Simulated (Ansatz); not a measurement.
B (C2/c)

Theory: Ansatz, DFT PBE, scalar-relativistic, plane waves, PAW.

Settings: cutoff 420 eV, Γ-centred mesh 14×14×8 on the computed 6-atom cell, Gaussian smearing of 0.10 eV; no spin polarisation.

The structure is relaxed at this level of theory with its symmetry kept, and needn't be the ground state of this composition.

```
B
1.0
     2.41677   -1.61387   -0.00350
     2.41677    1.61387   -0.00350
    -2.32359    0.00000    5.38081
B
6
Direct
  0.70368 0.67994 0.03806
  0.29632 0.32006 0.96194
  0.28974 0.71026 0.75000
  0.67994 0.70368 0.53806
  0.32006 0.29632 0.46194
  0.71026 0.28974 0.25000
```

| Quantity | Value |
| --- | --- |
| Space group | C2/c (No. 15) |
| Volume per atom | 47.2 bohr³ |
| Energy over the standard state (uncorrected) | +0.282 eV/atom |
| Kohn–Sham band gap | none (metal) |
| Density of states at the Fermi level | 0.7 states/eV per cell |
| Orbital (Löwdin) character within 0.5 eV of the Fermi level | B 2p 91 %, B 2s 8 % |
| Bader charge by site (e) | B (4 in the cell) 0.05, B (2 in the cell) -0.11 |

The cell was found from a structure generator's guess, not taken from experiment. Löwdin shares on free-atom orbitals overweight diffuse shells.
